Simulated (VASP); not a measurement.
# InP (F-43m) in VASP: Born charges and dielectric tensor with LDA

Aim: the Born charges and dielectric tensor of InP with LDA.

All numbers are computed with VASP 6.6.1; they aren't measurements. Logs are shortened: lines on timing, memory, paths and dates and some standing lists are left out, and cuts for length are marked.

### 1 The crystal as given

Symmetry: F-43m, No. 216, cubic system. The conventional cell has a = 5.829 Å, b = 5.829 Å, c = 5.829 Å, α = 90.00°, β = 90.00°, γ = 90.00°. In (site symmetry -43m) is surrounded by 4 P at 2.52 Å. Around P (site symmetry -43m) lie 4 In at 2.52 Å.

The cell is a database's computed one.

### 2 Born charges and dielectric tensor, LDA

INCAR

```
PREC     = Accurate       # precision mode
ENCUT    = 600            # plane-wave cutoff, eV
EDIFF    = 1E-8           # SCF threshold, eV
ISMEAR   = 0              # smearing method
SIGMA    = 0.02           # smearing width, eV
LREAL    = F              # projectors in reciprocal space
LASPH    = T              # aspherical terms in the spheres
NELM     = 60             # most SCF steps
ALGO     = Normal         # electronic algorithm
ISIF     = 2              # what is computed and relaxed
LWAVE    = F              # write WAVECAR
LCHARG   = F              # write CHGCAR
LEPSILON = T              # dielectric tensor by DFPT
IBRION   = 8              # ionic algorithm
NSW      = 1              # ionic steps
```

KPOINTS

```
regular mesh
0
Gamma
  4 4 4
```

POSCAR

```
InP
1.0
    0.0000000000      2.9144600000      2.9144600000
    2.9144600000      0.0000000000      2.9144600000
    2.9144600000      2.9144600000      0.0000000000
In P
1 1
Direct
    0.0000000000      0.0000000000      0.0000000000
    0.7500000000      0.7500000000      0.7500000000
```

Potentials or basis: VASP PAW LDA potentials, release 64 (In_d, P).

On the command line:

```console
cat potpaw_LDA.64/In_d/POTCAR potpaw_LDA.64/P/POTCAR > POTCAR
mpirun -np 1 vasp_std > vasp.out
```

OUTCAR:

```text
PREC = Accurate
   ENCUT = 600
   EDIFF = 1E-8
   ISMEAR = 0
   LREAL = F
   LASPH = T
   NELM = 60
   ISIF = 2
   LEPSILON = T
   IBRION = 8
   NSW = 1

 ion  position               nearest neighbor table
   1  0.000  0.000  0.000-   2 2.52   2 2.52   2 2.52   2 2.52
   2  0.750  0.750  0.750-   1 2.52   1 2.52   1 2.52   1 2.52

  LATTYP: Found a face centered cubic cell.
 ALAT       =     5.8289200000

  Lattice vectors:

 A1 = (   0.0000000000,   2.9144600000,   2.9144600000)
 A2 = (   2.9144600000,   0.0000000000,   2.9144600000)
 A3 = (   2.9144600000,   2.9144600000,   0.0000000000)

Analysis of symmetry for initial positions (statically):
=====================================================================
 Subroutine PRICEL returns:
 Original cell was already a primitive cell.

 Routine SETGRP: Setting up the symmetry group for a
 face centered cubic supercell.

 Subroutine GETGRP returns: Found 24 space group operations
 (whereof 24 operations were pure point group operations)
 out of a pool of 48 trial point group operations.

The static configuration has the point symmetry T_d .

Analysis of symmetry for dynamics (positions and initial velocities):
=====================================================================
 Subroutine PRICEL returns:
 Original cell was already a primitive cell.

 Routine SETGRP: Setting up the symmetry group for a
 face centered cubic supercell.

 Subroutine GETGRP returns: Found 24 space group operations
 (whereof 24 operations were pure point group operations)
 out of a pool of 48 trial point group operations.

The dynamic configuration has the point symmetry T_d .

 Subroutine INISYM returns: Found 24 space group operations
 (whereof 24 operations are pure point group operations),
 and found     1 'primitive' translations

----------------------------------------------------------------------------------------

                                     Primitive cell

  volume of cell :      49.5113

  direct lattice vectors                    reciprocal lattice vectors
     0.000000000  2.914460000  2.914460000    -0.171558368  0.171558368  0.171558368
     2.914460000  0.000000000  2.914460000     0.171558368 -0.171558368  0.171558368
     2.914460000  2.914460000  0.000000000     0.171558368  0.171558368 -0.171558368

  length of vectors
     4.121668859  4.121668859  4.121668859     0.297147809  0.297147809  0.297147809

  position of ions in fractional coordinates (direct lattice)
     0.000000000  0.000000000  0.000000000
     0.750000000  0.750000000  0.750000000

  ion indices of the primitive-cell ions
   primitive index   ion index
                 1           1
                 2           2

----------------------------------------------------------------------------------------

 KPOINTS: regular mesh

Automatic generation of k-mesh.
 Grid dimensions read from file:
 generate k-points for:    4    4    4

 Generating k-lattice:

  Cartesian coordinates                     Fractional coordinates (reciprocal lattice)
[... 259 lines left out ...]
  ---------------------------------------------------
  ---------------------------------------------------
  free energy    TOTEN  =       -10.00868619 eV

  energy without entropy =      -10.00868619

------------------------ aborting loop because EDIFF is reached ----------------------------------------

--------------------------------------- Ionic step        2  -------------------------------------------

------------------------ aborting loop because EDIFF is reached ----------------------------------------

--------------------------------------- Ionic step        3  -------------------------------------------

------------------------ aborting loop because EDIFF is reached ----------------------------------------

 PIEZOELECTRIC TENSOR FIELD DIRECTION 3  (e Angst)
 -----------------------------------------------------------------------------
    -0.00317  4.90491  0.00000           (  0.00000  0.02903  0.00000)
     4.90491 -0.00317  0.00000           (  0.02903  0.00000  0.00000)
     0.00000  0.00000  0.00578           (  0.00000  0.00000 -0.00000)

 PIEZOELECTRIC TENSOR FIELD DIRECTION 3  (C/m^2)
 -----------------------------------------------------------------------------
    -0.00103  1.58722  0.00000
     1.58722 -0.00103  0.00000
     0.00000  0.00000  0.00187

--------------------------------------- Ionic step        4  -------------------------------------------

------------------------ aborting loop because EDIFF is reached ----------------------------------------

[... ionic steps 5 to 6 ...]

--------------------------------------- Ionic step        7  -------------------------------------------

 Free energy of the ion-electron system (eV)
  ---------------------------------------------------
  ---------------------------------------------------
  free energy    TOTEN  =        -0.04948897 eV

  energy without entropy =       -0.04948897

------------------------ aborting loop because EDIFF is reached ----------------------------------------

 INTERNAL STRAIN TENSOR  FOR ION    2  DIRECTION 1   (eV/Angst):
 -----------------------------------------------------------------------------
    -0.02637  0.00000 -0.00000
     0.00000  0.01440  7.82743
    -0.00000  7.82743  0.01440

 MACROSCOPIC STATIC DIELECTRIC TENSOR (including local field effects in DFT)
 ------------------------------------------------------
          71.511438     0.000000    -0.000000
           0.000000    71.511438     0.000000
           0.000000     0.000000    71.511438
 ------------------------------------------------------

 PIEZOELECTRIC TENSOR (including local field effects)  for field in x, y, z        (e  Angst)
          XX          YY          ZZ          XY          YZ          ZX
  --------------------------------------------------------------------------------
  x     0.00000     0.00000    -0.00000     0.00000     4.93144     0.00000
  y     0.00000    -0.00000    -0.00000    -0.00000     0.00000     4.93144
  z     0.00000    -0.00000    -0.00000     4.93144    -0.00000     0.00000

 PIEZOELECTRIC TENSOR (including local field effects)  for field in x, y, z        (C/m^2)
          XX          YY          ZZ          XY          YZ          ZX
  --------------------------------------------------------------------------------
  x     0.00000     0.00000    -0.00000     0.00000     1.59580     0.00000
  y     0.00000    -0.00000    -0.00000    -0.00000     0.00000     1.59580
  z     0.00000    -0.00000    -0.00000     1.59580    -0.00000     0.00000

 BORN EFFECTIVE CHARGES (including local field effects) (in |e|, cummulative output)
 ---------------------------------------------------------------------------------
 ion    1
    1     3.87292     0.00000    -0.00000
    2    -0.00000     3.87292     0.00000
    3    -0.00000     0.00000     3.87292
 ion    2
    1    -3.87292     0.00000     0.00000
    2     0.00000    -3.87292    -0.00000
    3     0.00000    -0.00000    -3.87292

 INTERNAL STRAIN TENSOR FOR ION    2 for displacements in x,y,z  (eV/Angst):
          X           Y           Z          XY          YZ          ZX
  --------------------------------------------------------------------------------
  x    -0.00000     0.00000     0.00000     0.00000     7.82743    -0.00000
  y     0.00000    -0.00000     0.00000    -0.00000     0.00000     7.82743
  z     0.00000     0.00000    -0.00000     7.82743    -0.00000     0.00000

 SECOND DERIVATIVES (NOT SYMMETRIZED)
 ------------------------------------
               1X          1Y          1Z          2X          2Y          2Z
  1X    -8.301114    0.000000    0.000000    8.301114    0.000000    0.000000
  1Y     0.000000   -8.301114    0.000000    0.000000    8.301114    0.000000
  1Z     0.000000    0.000000   -8.301114    0.000000    0.000000    8.301114
  2X     8.302681    0.000000    0.000000   -8.302681    0.000000    0.000000
  2Y     0.000000    8.302681    0.000000    0.000000   -8.302681    0.000000
  2Z     0.000000    0.000000    8.302681    0.000000    0.000000   -8.302681

 Eigenvectors and eigenvalues of the dynamical matrix
 ----------------------------------------------------

   1 f  =    9.120394 THz    57.305125 2PiTHz  304.223596 cm-1    37.718902 meV
             X         Y         Z           dx          dy          dz
      0.000000  0.000000  0.000000     0.460889   -0.000000    0.000000
      4.371690  4.371690  4.371690    -0.887458    0.000000    0.000000
[... 21 lines left out ...]
   6 f/i=    0.000352 THz     0.002211 2PiTHz    0.011740 cm-1     0.001456 meV
             X         Y         Z           dx          dy          dz
      0.000000  0.000000  0.000000    -0.010715   -0.016685   -0.887236
      4.371690  4.371690  4.371690    -0.005565   -0.008665   -0.460774

--------------------------------------------------------------------------------------------------------

 MACROSCOPIC STATIC DIELECTRIC TENSOR IONIC CONTRIBUTION
 ------------------------------------------------------
           6.603312    -0.000000    -0.000000
          -0.000000     6.603312     0.000000
          -0.000000     0.000000     6.603312
 ------------------------------------------------------

 ELASTIC MODULI CONTR FROM IONIC RELAXATION (kBar)
 Direction    XX          YY          ZZ          XY          YZ          ZX
 --------------------------------------------------------------------------------
 XX          -0.0000      0.0000      0.0000     -0.0000      0.0000     -0.0000
 YY           0.0000     -0.0000      0.0000     -0.0000     -0.0000      0.0000
 ZZ           0.0000      0.0000     -0.0000      0.0000     -0.0000     -0.0000
 XY          -0.0000     -0.0000      0.0000   -235.4769     -0.0000     -0.0000
 YZ           0.0000     -0.0000     -0.0000     -0.0000   -235.4769      0.0000
 ZX          -0.0000      0.0000     -0.0000     -0.0000      0.0000   -235.4769
 --------------------------------------------------------------------------------

 PIEZOELECTRIC TENSOR IONIC CONTR  for field in x, y, z        (C/m^2)
          XX          YY          ZZ          XY          YZ          ZX
  --------------------------------------------------------------------------------
  x     0.00000    -0.00000    -0.00000    -0.00000    -1.17335     0.00000
  y    -0.00000     0.00000    -0.00000     0.00000    -0.00000    -1.17335
  z    -0.00000    -0.00000     0.00000    -1.17335     0.00000    -0.00000
```

Run time: 3.3 min. Hardware: 1 thread of Intel Xeon Platinum 8259CL at 2.50GHz (Skylake/Cascade Lake), shared host; peak memory 0.23 GiB.

Results:

* Band gap on the k mesh: 0.58 eV, direct
* Electronic dielectric tensor (diagonal): 71.51
* Born charges (mean of the diagonal): In +3.87; P -3.87 e
* Highest phonon frequency at Γ, LO-TO splitting left out: 304 cm⁻¹

Levels at points of the mesh, in eV from the valence-band top:
```csv
k point,band 7,band 8,band 9,band 10,band 11,band 12
"(0.00, 0.00, 0.00)",0.00,0.00,0.00,0.58,3.93,3.93
"(0.50, 0.00, 0.00)",-5.95,-1.02,-1.02,1.34,4.67,4.67
"(0.50, 0.50, 0.00)",-5.96,-2.43,-2.43,1.53,2.09,9.09
```

Phonon frequencies in cm⁻¹ (negative: imaginary):
```csv
q point,frequencies
"(0.000, 0.000, 0.000)",0 0 0 304 304 304
```

Electronic dielectric tensor:
```
71.51  0.00  0.00
 0.00 71.51  0.00
 0.00  0.00 71.51
```

Born effective charge tensors (e):
atom 1, In
```
3.87 0.00 0.00
0.00 3.87 0.00
0.00 0.00 3.87
```
atom 2, P
```
-3.87  0.00  0.00
 0.00 -3.87  0.00
 0.00  0.00 -3.87
```

Caveat: the k mesh is coarse (spacing up to 0.47 Å⁻¹), so the values aren't converged; the gap is small at this level, which inflates the dielectric constant; spin-orbit coupling is left out, which moves the levels of the heavy elements.
